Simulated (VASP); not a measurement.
Runs of VASP 6.6.1 on VO2. The structure is tetragonal, space group P4_2/mnm (No. 136). The conventional cell has a = 4.624 Å, b = 4.624 Å, c = 2.947 Å, α = 90.00°, β = 90.00°, γ = 90.00°. V (site symmetry mmm) is surrounded by 6 O at 1.93 to 2.02 Å. O (site symmetry m2m) has 3 V at 1.93 to 2.02 Å as nearest neighbours. 

| task | level | U | cell | k mesh | cutoff (eV) | smearing | gap on the mesh (eV) | pressure (GPa) | moment (μB) | relaxed volume (Å³/atom) |
| --- | --- | --- | --- | --- | --- | --- | --- | --- | --- | --- |
| relaxation of cell and atoms | PBE+U | V d U = 3.25 eV | relaxed | 6 × 6 × 10 | 600 | gaussian 0.03 eV | (a) | 0.0 | 2.00 | 10.28 |
| single point | PBE | - | P4_2/mnm, 9.81 Å³/atom | 8 × 8 × 14 | 600 | methfessel-paxton 0.1 eV | none | 5.1 | 2.00 | - |
| relaxation of cell and atoms | PBE | - | relaxed | 8 × 8 × 14 | 600 | methfessel-paxton 0.1 eV | none | 0.0 | 2.00 | 9.96 |
| band structure | PBE | - | P4_2/mnm, 9.96 Å³/atom | 8 × 8 × 14 | 520 | methfessel-paxton 0.1 eV | - | (b) | 2.00 | - |

Alike in all rows: potentials or basis VASP PAW PBE potentials, release 64 (V_sv, O); spin collinear, ferromagnetic start.

Estimate the missing entries.

(a) 0.95; (b) 0.3.

Caveats: semilocal functionals often make such compounds metallic where correlation or magnetic order opens a gap, which also shifts bond lengths (some runs).

A k mesh can miss the band edges.

A gap of «none» marks a metal or a gap under the smearing width.
